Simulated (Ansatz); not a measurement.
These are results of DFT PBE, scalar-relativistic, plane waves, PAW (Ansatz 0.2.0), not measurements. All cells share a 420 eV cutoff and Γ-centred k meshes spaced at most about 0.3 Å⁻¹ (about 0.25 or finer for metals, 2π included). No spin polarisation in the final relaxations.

Temperature and zero-point effects are left out. All come from trial cells, and lower structures may exist.

Task: Order these relaxed structures of Ge by energy, lowest first, with the energy over the lowest of them.
A.

```
CELL_PARAMETERS angstrom
2.98832 0.00000 0.00000
-1.49416 2.58796 0.00000
0.00000 0.00000 5.00446
ATOMIC_POSITIONS crystal
Ge 0.33333 0.66667 0.75000
Ge 0.66667 0.33333 0.25000
```

B.

```
CELL_PARAMETERS angstrom
6.97948 0.00000 0.00000
0.00000 6.97948 0.00000
0.00000 0.00000 6.95166
ATOMIC_POSITIONS crystal
Ge 0.62855 0.62855 0.62500
Ge 0.37145 0.37145 0.12500
Ge 0.37145 0.62855 0.37500
Ge 0.62855 0.37145 0.87500
Ge 0.15711 0.58211 0.91102
Ge 0.84289 0.41789 0.41102
Ge 0.41789 0.15711 0.66102
Ge 0.58211 0.84289 0.16102
Ge 0.84289 0.58211 0.08898
Ge 0.15711 0.41789 0.58898
Ge 0.58211 0.15711 0.33898
Ge 0.41789 0.84289 0.83898
```

C.

```
CELL_PARAMETERS angstrom
0.00000 2.55926 3.29628
2.53331 0.00000 3.29628
2.53331 2.55926 0.00000
ATOMIC_POSITIONS crystal
Ge 0.30864 0.30864 0.69136
Ge 0.69136 0.69136 0.30864
```

Result: C (0 meV/atom), A (108 meV/atom), B (136 meV/atom). Forms: C Fmmm; A hcp type, P6_3/mmc; B P4_322. Counting all near atoms (those within 1.25 times the shortest such distance or 1.15 times the sum of covalent radii; the shortest distance is added where it is long for a bond): C has Ge 5; A has Ge 12 from 3.0 Å; B has Ge 4.

Cells relaxed within their symmetry can be saddle points. The part of the Crystallography Open Database at hand lists Ge in space groups No. 64, 96, 227; no cell shown has one of them. Some candidate types were left out of the draw beforehand, so a known form may be missing.
